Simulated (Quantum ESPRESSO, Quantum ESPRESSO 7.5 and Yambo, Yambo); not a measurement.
# KF (Carobbiite): G0W0 on several meshes in Yambo

Wanted: mesh dependence and cost of G0W0 for KF (Carobbiite).

Method: PBE and many-body steps on it, plane waves, in Quantum ESPRESSO 7.5 and Yambo 5.3.0.

## 1. Starting point

The structure is cubic, space group Fm-3m (No. 225). Conventional cell: a = 5.344 Å, b = 5.344 Å, c = 5.344 Å, α = 90.00°, β = 90.00°, γ = 90.00°. K has 6 F at 2.67 Å nearest. F has 6 K at 2.67 Å nearest. Farther neighbours and most contacts between anions are not listed.

The cell and positions come from the Crystallography Open Database and are kept as given unless a step says otherwise.

## 2. Empty states on the mesh, 2×2×2 mesh, 121 bands

This step: Quantum ESPRESSO 7.5; DFT, PBE, plane waves, norm-conserving pseudopotentials.

The sums over transitions need many empty states on a uniform mesh; this step solves for them.

The input, pw.in:

```
&control
  calculation = 'nscf'
  prefix = 'x'
  outdir = 'o'
  pseudo_dir = 'pseudo'
/
&system
  ibrav = 0
  nat = 2
  ntyp = 2
  ecutwfc = 72.0
  nbnd = 121
  force_symmorphic = .true.
/
&electrons
  conv_thr = 1e-9
  electron_maxstep = 80
  diago_full_acc = .true.
  diago_thr_init = 5e-6
/
ATOMIC_SPECIES
  K 39.098 K.upf
  F 18.998 F.upf
CELL_PARAMETERS angstrom
  -0.0000000000 2.6718500000 2.6718500000
  2.6718500000 -0.0000000000 2.6718500000
  2.6718500000 2.6718500000 0.0000000000
ATOMIC_POSITIONS crystal
  K 0.0000000000 0.0000000000 0.0000000000
  F 0.5000000000 0.5000000000 0.5000000000
K_POINTS automatic
  2 2 2 0 0 0
```

Command:

```
$ OMP_NUM_THREADS=1 mpirun -n 8 pw.x -nk 4 -in pw.in > pw.out
```

Log:

```text
Program PWSCF v.7.5 starts

     This program is part of the open-source Quantum ESPRESSO suite
     for quantum simulation of materials; please cite
         "P. Giannozzi et al., J. Phys.:Condens. Matter 21 395502 (2009);
         "P. Giannozzi et al., J. Phys.:Condens. Matter 29 465901 (2017);
         "P. Giannozzi et al., J. Chem. Phys. 152 154105 (2020);
     in publications or presentations arising from this work. More details at

     Atomic positions and unit cell read from directory:
     o/x.save/

     Message from routine setup:
[...]
[... 4 further rows ...]
[...]
115.7497

          k =-0.7071 0.0000 0.0000 (  2650 PWs)   bands (ev):

[...]
81.6617  82.0545  83.6266  83.6266  84.1633  85.1597  85.1597  85.2786
     [... 4 further rows ...]
   109.8939 110.6830 110.7735 110.7735 112.4518 113.9173 113.9173 114.5461
   114.6263

     highest occupied, lowest unoccupied level (ev):     1.5366    7.7360

     XML data file, pseudopotentials, collected wavefunctions

=------------------------------------------------------------------------------=
   JOB DONE.
=------------------------------------------------------------------------------=
```

Wall time 2.3 s (8 MPI ranks of Arm Neoverse V1, shared host); peak memory 0.42 GiB; 18 s of CPU time.

Numbers from this step:

| Quantity | Value |
| --- | --- |
| gap | 6.199 eV |
| k of the valence top | 0, 0, 0 |
| k of the conduction bottom | 0, 0, 0 |
| least direct gap | 6.199 eV |
| k points computed | 3 |
| lowest point of the top converged band, above the valence top | 110.3634 eV |

On this mesh the gap is 6.199 eV.

The density comes from a self-consistent run that is not shown.

## 3. Conversion and set-up

This step: Yambo 5.3.0; conversion and set-up on PBE, plane waves, norm-conserving pseudopotentials.

The states are converted to the many-body program's format and the q mesh is built.

Command:

```
$ (cd o/x.save; p2y > p2y.log; mv SAVE ../..); yambo > setup.log
```

Log:

```text
 Yambo, version 5.3.0

 [02] CORE Variables Setup
 =========================

  [02.01] Unit cells
  ==================

  Cell kind             :  FCC
  Atoms in the cell     :  K  F
  number of K  atoms    :  1
  number of F  atoms    :  1

  List of atomic masses
  Mass of K     :  39.09800
  Mass of F     :  18.99800

  List of atomic coordinates    : [cc]
  K1       :  0.000000  0.000000  0.000000  order 1
  F1       :  5.049065  5.049065  5.049065  order 2

  Alat factors          :  5.049065  5.049065  5.049065 [a.u.]
  Direct lattice volume :  257.4322 [a.u.]
[...]
0.000000  0.000000  0.000000  0.000000  0.000000  0.000000  0.000000  0.000000

 [03] Transferred momenta grid and indexing
 ==========================================

 IBZ Q-points                                      :  3
 BZ  Q-points                                      :   8

 K/Q-points units:
 rlu = crystal or reduced units; cc = cartesian coordinates; iku = interal k-units

 Q [1]          [rlu]:  0.000000  0.000000  0.000000
 Q [2]          [rlu]: -0.33962E-17 -0.33962E-17 -0.50000
 Q [3]          [rlu]: -0.14871E-18 -0.50000     -0.50000

  [03.01] X indexes
  =================

   [03.01.01] Sigma indexes
   ========================

 [06] Game Over & Game summary
```

Wall time 2.2 s (1 MPI rank); peak memory 0.24 GiB.

## 4. 2×2×2

G0W0 replaces the xc potential by the self-energy, built once from these orbitals. Only a window of levels is corrected, while the sums run over the empty bands that the input names.

This step: G0W0 on PBE, plane waves, norm-conserving pseudopotentials.

The input, gw13.in:

```
HF_and_locXC
gw0
dyson
ppa
em1d
rim_cut
RandQpts= 1000000
RandGvec= 1 RL
EXXRLvcs= 72 Ry
VXCRLvcs= 288 Ry
Chimod= "HARTREE"
% BndsRnXp
 1 | 121 |
%
NGsBlkXp= 15.5 Ry
% LongDrXp
 1 | 1 | 1 |
%
% GbndRnge
 1 | 121 |
%
DysSolver= "n"
ExtendOut
PPAPntXp= 27.21138 eV
% QPkrange
 1 | 1 | 7 | 10 |
%
```

Command:

```
$ OMP_NUM_THREADS=1 mpirun -n 8 yambo -F gw13.in -J gw13 -C gw13 > gw13.log
```

Log:

```text
 Yambo, version 5.3.0

 [02] CORE Variables Setup
 =========================

  [... cell, symmetries and grids as in the set-up ...]

  [02.05] Energies & Occupations
  ==============================

  [X] === General ===
  [X] Electronic Temperature                        :  0.000000  0.000000 [eV K]
  [X] Bosonic    Temperature                        :  0.000000  0.000000 [eV K]
  [X] Finite Temperature mode                       : no
  [X] El. density                                   :  0.41942E+24 [cm-3]
  [X] Fermi Level                                   :  1.536557 [eV]

  [X] === Gaps and Widths ===
  [X] Conduction Band Min                           :  6.199421 [eV]
  [X] Valence Band Max                              :  0.000000 [eV]
  [X] Filled Bands                                  :   8
  [X] Empty Bands                                   :    9  121
  [X] Direct Gap                                    :  6.199421 [eV]
  [X] Direct Gap localized at k                     :  1
  [X] Indirect Gap                                  :  6.199421 [eV]
  [X] Indirect Gap between kpts                     :  1  1
  [X] Last valence band width                       :  0.344584 [eV]
  [X] 1st conduction band width                     :  2.888843 [eV]

 [03] Transferred momenta grid and indexing
 ==========================================

 IBZ Q-points                                      :  3
 BZ  Q-points                                      :   8

 K/Q-points units:
 rlu = crystal or reduced units; cc = cartesian coordinates; iku = interal k-units

 Q [1]          [rlu]:  0.000000  0.000000  0.000000
 Q [2]          [rlu]: -0.33962E-17 -0.33962E-17 -0.50000
 Q [3]          [rlu]: -0.14871E-18 -0.50000     -0.50000

 [04] Coloumb potential Random Integration (RIM)
 ===============================================

  [04.01] RIM initialization
  ==========================

  * Diagonal components only detected *

  8 x (sBL volume)        :  0.963556 [a.u.]
  sBZ random points       :  1000000
  Points outside the sBZ  :   7996195
  RL volume               :  0.963556 [a.u.]
  Integrated volume       :  0.964014 [a.u.]

  [04.02] RIM integrals
  =====================

  Gamma point sphere radius             :  0.179161 [a.u.]
  Points outside the sphere             :   799659
  [Int_sBZ(q=0) 1/q^2]*(Vol_sBZ)^(-1/3) =:  7.764404
                                 should be <:  7.795600

  Summary of Coulomb integrals for non-metallic bands |Q|[au] RIM/Bare

  Q [1] 0.100000E-4 0.995998 * Q [2] 0.538852 1.064860
  Q [3] 0.622213 1.063764

 [05] Dipoles
 ============

  [05.01] Setup: observables and procedures
  =========================================

 [06] Dynamic Dielectric Matrix (PPA)
 ====================================

 [SLK-Inversion]  Pools        :  2
 [SLK-Inversion]  BLACS grid   :  2  2

 [WR./gw13//ndb.pp]--------------------------------------------------------------
  Brillouin Zone Q/K grids (IBZ/BZ)                :   3   8   3   8
  RL vectors                                       :   3287 [WF]
  Coulomb cutoff potential                         : none
  Electronic Temperature                           :  0.000000 [K]
  Bosonic    Temperature                           :  0.000000 [K]
  PPA    diel. fun.  energies                      : Perdew, Burke & Ernzerhof(X)+Perdew, Burke & Ernzerhof(C)
  wavefunctions                                    : Perdew, Burke & Ernzerhof(X)+Perdew, Burke & Ernzerhof(C)
  Global Gauge                                     : length
  X matrix size                                    :  307
  X band range                                     :    1  121
  X e/h energy range                               : -1.000000 -1.000000 [eV]
  X Time ordering                                  : R
  X Hxc Kernel                                     : HARTREE
  X Drude frequency                                :  0.000000  0.000000
  X poles                                          :  100.0000 [o/o]
  RL vectors in the sum                            :   3287
  [r,Vnl] included                                 : yes
  Field direction                                  :  0.577350E-5  0.577350E-5  0.577350E-5
  BZ energy Double Grid                            : no
  BZ energy DbGd points                            : 0
  BZ Q point size factor                           : -1.000000
  X Optical Averaged directions                    : none

 [07] Local Exchange-Correlation + Non-Local Fock
 ================================================

 [VXC] Plane waves :  21187
 [EXS] Plane waves :  2733

 QP @ state[ 1 ] K range:  1  1
 QP @ state[ 1 ] b range:   7  10

 [xc] Functional : Perdew, Burke & Ernzerhof(X)+Perdew, Burke & Ernzerhof(C)
 [xc] LIBXC used to calculate xc functional
  PP Number of Atomic Species                      :  2
  NLCC RL compoments                               :  21187
  PP Number of Atomic Species                      :  2
  NLCC RL compoments                               :  21187

 [xc] E_xc :  -9.057462 [Ha]
      E_xc :  -18.11492 [Ry]

  Local XC kind (lXC) : Perdew, Burke & Ernzerhof(X)+Perdew, Burke & Ernzerhof(C)
  Non-Local XC kind (nlXC) : Hartree-Fock

  Corrections @ K [1] :  [eV]
 <7|nlXC|7> = -29.08424 -0.22339E-16 <7|lXC|7> = -21.90533 -0.56645E-15
 <8|nlXC|8> = -29.08424 -0.63320E-17 <8|lXC|8> = -21.90533  0.75527E-15
 <9|nlXC|9> = -3.831961  0.20861E-17 <9|lXC|9> = -7.953885  0.94408E-16
 <10|nlXC|10> = -4.917398  0.34836E-18 <10|lXC|10> = -10.83383 -0.47204E-16

 [08] Dyson equation: Newton solver
 ==================================

  [08.01] G0W0 (W PPA)
  ====================

  [  GW  ] Bands range     :    1  121
  [GW/PPA] G damping       :  0.100000 [eV]

  QP @ state[ 1 ] K range:  1  1
  QP @ state[ 1 ] b range:   7  10

   Sc/G bands                                       :    1  121
   Sc/G damping                                     :  0.100000 ev
   Sc bands terminator                              : no
   Sx RL components                                 :  2733

   QP @ state[ 1 ] K range                          :  1  1
   QP @ state[ 1 ] b range                          :   7  10
   GF energies kind                                 : Perdew, Burke & Ernzerhof(X)+Perdew, Burke & Ernzerhof(C)
   GF WF`s kind                                     : Perdew, Burke & Ernzerhof(X)+Perdew, Burke & Ernzerhof(C)
   Xs energies kind                                 : Perdew, Burke & Ernzerhof(X)+Perdew, Burke & Ernzerhof(C)
   Xs WF`s kind                                     : Perdew, Burke & Ernzerhof(X)+Perdew, Burke & Ernzerhof(C)

 [11] Game Over & Game summary
```

Run time: 5.5 s. Hardware: 8 MPI ranks; peak memory 2.3 GiB; 35 s of CPU time.

This step gave:

```yaml
g0w0_gap_on_the_points_computed: 9.429 eV
starting_gap_on_the_mesh: 6.199 eV
k_of_the_valence_top: 0, 0, 0
k_of_the_conduction_bottom: 0, 0, 0
least_direct_g0w0_gap_on_the_computed_points: 9.429 eV
z_at_the_valence_top: 0.8134
z_at_the_conduction_bottom: 0.8983
```

The gap on the mesh goes from 6.20 eV to 9.43 eV, a correction of +3.23 eV.

## 5. Empty states on the mesh, 6×6×6 mesh, 121 bands

This step: Quantum ESPRESSO 7.5; DFT, PBE, plane waves, norm-conserving pseudopotentials.

Changes to pw.in since step 2:

```diff
@@ -31,2 +31,2 @@
 K_POINTS automatic
-  2 2 2 0 0 0
+  6 6 6 0 0 0
```

Command:

```
$ OMP_NUM_THREADS=1 mpirun -n 8 pw.x -nk 4 -in pw.in > pw.out
```

Log:

```text
[banner, memory and clock lines left out]
Program PWSCF v.7.5 starts

     Atomic positions and unit cell read from directory:
     o/x.save/

     Message from routine setup:
     using ibrav=0 with symmetry is DISCOURAGED, use correct ibrav instead

     bravais-lattice index     =            0
     lattice parameter (alat)  =       7.1405  a.u.
     unit-cell volume          =     257.4322 (a.u.)^3
     number of atoms/cell      =            2
     number of atomic types    =            2
     number of electrons       =        16.00
[...]
111.8999

          k = 0.1179 0.1179-0.1179 (  2671 PWs)   bands (ev):

[...]
[... 4 further rows ...]
[...]
114.7619

          k = 0.2357 0.2357-0.2357 (  2659 PWs)   bands (ev):

[...]
79.8183  82.9236  82.9236  83.2022  83.2765  83.2765  85.5913  85.5913
     [... 4 further rows ...]
   110.2531 111.6253 111.6253 111.7145 113.1496 114.3531 114.6563 114.6563
   117.2002

          k =-0.3536-0.3536 0.3536 (  2638 PWs)   bands (ev):

     [... further k-points ...]

     highest occupied, lowest unoccupied level (ev):     1.5366    7.7360

     XML data file, pseudopotentials, collected wavefunctions
```

Elapsed: 7.1 s, on 8 MPI ranks; peak memory 0.46 GiB; 56 s of CPU time.

This step gave:

- gap: 6.199 eV
- k of the valence top: 0, 0, 0
- k of the conduction bottom: 0, 0, 0
- least direct gap: 6.199 eV
- k points computed: 16
- lowest point of the top converged band, above the valence top: 110.3634 eV

On this mesh the gap is 6.199 eV.

## 6. Conversion and set-up

This step: Yambo 5.3.0; conversion and set-up on PBE, plane waves, norm-conserving pseudopotentials.

Command:

```
$ (cd o/x.save; p2y > p2y.log; mv SAVE ../..); yambo > setup.log
```

Log:

```text
 Yambo, version 5.3.0

 [02] CORE Variables Setup
 =========================

  [02.01] Unit cells
  ==================

  Cell kind             :  FCC
  Atoms in the cell     :  K  F
  number of K  atoms    :  1
  number of F  atoms    :  1

  List of atomic masses
  Mass of K     :  39.09800
  Mass of F     :  18.99800

  List of atomic coordinates    : [cc]
  K1       :  0.000000  0.000000  0.000000  order 1
  F1       :  5.049065  5.049065  5.049065  order 2

  Alat factors          :  5.049065  5.049065  5.049065 [a.u.]
  Direct lattice volume :  257.4322 [a.u.]
[...]
Q [ 1]         [rlu]:  0.000000  0.000000  0.000000
 Q [ 2]         [rlu]:  0.67495E-17  0.67495E-17  0.16667
 Q [ 3]         [rlu]:  0.13499E-16  0.13499E-16  0.33333
[...]
Q [ 8]         [rlu]: -0.33962E-17  0.16667     -0.33333
 Q [ 9]         [rlu]: -0.13499E-16  0.16667     -0.16667
 Q [10]         [rlu]:  0.22403E-16  0.33333      0.33333
     [... 4 further rows ...]
 Q [15]         [rlu]:  0.166667  0.333333 -0.333333
 Q [16]         [rlu]:  0.166667 -0.500000 -0.333333

  [03.01] X indexes
  =================

   [03.01.01] Sigma indexes
   ========================

 [06] Game Over & Game summary
```

The job ended after 2.6 s (1 MPI rank; peak memory 0.24 GiB).

## 7. 6×6×6

This step: G0W0 on PBE, plane waves, norm-conserving pseudopotentials.

The input, gw14.in:

```
HF_and_locXC
gw0
dyson
ppa
em1d
rim_cut
RandQpts= 1000000
RandGvec= 1 RL
EXXRLvcs= 72 Ry
VXCRLvcs= 288 Ry
Chimod= "HARTREE"
% BndsRnXp
 1 | 121 |
%
NGsBlkXp= 15.5 Ry
% LongDrXp
 1 | 1 | 1 |
%
% GbndRnge
 1 | 121 |
%
DysSolver= "n"
ExtendOut
PPAPntXp= 27.21138 eV
% QPkrange
 1 | 1 | 7 | 10 |
%
```

Command:

```
$ OMP_NUM_THREADS=1 mpirun -n 8 yambo -F gw14.in -J gw14 -C gw14 > gw14.log
```

Log:

```text
 Yambo, version 5.3.0

 [02] CORE Variables Setup
 =========================

  [... cell, symmetries and grids as in the set-up ...]

  [02.05] Energies & Occupations
  ==============================

  [X] === General ===
  [X] Electronic Temperature                        :  0.000000  0.000000 [eV K]
  [X] Bosonic    Temperature                        :  0.000000  0.000000 [eV K]
  [X] Finite Temperature mode                       : no
  [X] El. density                                   :  0.41942E+24 [cm-3]
  [X] Fermi Level                                   :  1.536557 [eV]

  [X] === Gaps and Widths ===
  [X] Conduction Band Min                           :  6.199421 [eV]
  [X] Valence Band Max                              :  0.000000 [eV]
  [X] Filled Bands                                  :   8
  [X] Empty Bands                                   :    9  121
  [X] Direct Gap                                    :  6.199421 [eV]
  [X] Direct Gap localized at k                     :  1
  [X] Indirect Gap                                  :  6.199421 [eV]
  [X] Indirect Gap between kpts                     :  1  1
  [X] Last valence band width                       :  0.344584 [eV]
  [X] 1st conduction band width                     :  3.386119 [eV]

 [03] Transferred momenta grid and indexing
 ==========================================

 IBZ Q-points                                      :  16
 BZ  Q-points                                      :  216

 K/Q-points units:
 rlu = crystal or reduced units; cc = cartesian coordinates; iku = interal k-units

 Q [ 1]         [rlu]:  0.000000  0.000000  0.000000
 Q [ 2]         [rlu]:  0.67495E-17  0.67495E-17  0.16667
 Q [ 3]         [rlu]:  0.13499E-16  0.13499E-16  0.33333
[...]
================================================

 [VXC] Plane waves :  21187
 [EXS] Plane waves :  2733

 QP @ state[ 1 ] K range:  1  1
 QP @ state[ 1 ] b range:   7  10

 [xc] Functional : Perdew, Burke & Ernzerhof(X)+Perdew, Burke & Ernzerhof(C)
 [xc] LIBXC used to calculate xc functional
  PP Number of Atomic Species                      :  2
  NLCC RL compoments                               :  21187
  PP Number of Atomic Species                      :  2
  NLCC RL compoments                               :  21187

 [xc] E_xc :  -9.052375 [Ha]
      E_xc :  -18.10475 [Ry]

  Local XC kind (lXC) : Perdew, Burke & Ernzerhof(X)+Perdew, Burke & Ernzerhof(C)
  Non-Local XC kind (nlXC) : Hartree-Fock

  Corrections @ K [1] :  [eV]
 <7|nlXC|7> = -29.55651  0.75384E-17 <7|lXC|7> = -21.89879 -0.94408E-16
 <8|nlXC|8> = -29.55660 -0.25291E-17 <8|lXC|8> = -21.89879 -0.37763E-15
 <9|nlXC|9> = -4.044873 -0.52621E-18 <9|lXC|9> = -7.969280 -0.56645E-15
 <10|nlXC|10> = -4.984553 -0.11564E-19 <10|lXC|10> = -10.84089  0.000000

 [08] Dyson equation: Newton solver
 ==================================

  [08.01] G0W0 (W PPA)
  ====================

  [  GW  ] Bands range     :    1  121
  [GW/PPA] G damping       :  0.100000 [eV]

  QP @ state[ 1 ] K range:  1  1
  QP @ state[ 1 ] b range:   7  10

   Sc/G bands                                       :    1  121
   Sc/G damping                                     :  0.100000 ev
   Sc bands terminator                              : no
   Sx RL components                                 :  2733

   QP @ state[ 1 ] K range                          :  1  1
   QP @ state[ 1 ] b range                          :   7  10
   GF energies kind                                 : Perdew, Burke & Ernzerhof(X)+Perdew, Burke & Ernzerhof(C)
   GF WF`s kind                                     : Perdew, Burke & Ernzerhof(X)+Perdew, Burke & Ernzerhof(C)
   Xs energies kind                                 : Perdew, Burke & Ernzerhof(X)+Perdew, Burke & Ernzerhof(C)
   Xs WF`s kind                                     : Perdew, Burke & Ernzerhof(X)+Perdew, Burke & Ernzerhof(C)

 [11] Game Over & Game summary
```

Wall time 3 min (8 MPI ranks); peak memory 3.3 GiB.

This step gave:

| Quantity | Value |
| --- | --- |
| G0W0 gap on the points computed | 9.586 eV |
| starting gap on the mesh | 6.199 eV |
| k of the valence top | 0, 0, 0 |
| k of the conduction bottom | 0, 0, 0 |
| least direct G0W0 gap on the computed points | 9.586 eV |
| Z at the valence top | 0.8093 |
| Z at the conduction bottom | 0.8995 |

Against G0W0 in Yambo (2×2×2 mesh, 121 bands, screening to 210.9 eV, Godby-Needs plasmon pole), the gap moves by +0.157 eV.

## 8. Side by side

Times are wall times on 8 MPI ranks of Arm Neoverse V1, shared host, good to a factor of about two.

```csv
run,mesh,bands,screening cutoff (eV),DFT gap (eV),gap on the mesh (eV),direct (eV),time
2×2×2,2×2×2,121,210.9,6.199,9.429,9.429,5.5 s
6×6×6,6×6×6,121,210.9,6.199,9.586,9.586,3 min
```

## 9. Results

```yaml
2x2x2: 9.429 eV
6x6x6: 9.586 eV
known_limits: not at the basis limit; coarse k mesh
```

6×6×6: +0.157 eV against 2×2×2. Bands and cutoff are finite, so the gap is not at the basis limit. The miss can reach some tenths of an eV and take either sign; the mesh is an error of its own. In the G0W0 runs levels were corrected at 1 k point alone, so a gap called «on the mesh» is the least over those, and an edge elsewhere would be missed. The 2×2×2 mesh is coarse for this cell, which bears on the long-range parts of exchange and screening.

[Paths, hosts, dates, memory and timing lines, banners, echoed tables and standing remarks are left out of the program output.]

[Logs are printed without paths, hosts, clocks, repeated set-up lines and the standing remarks that a program may print on its own settings, such as how far it seeks lower states.]

[Runs of the session that timed out or met a known fault of the program may be left out.]

[Hosts, paths, dates, database ids (printed as entryN), source tags and the programs' standing remarks are cut or masked in the printed files.]
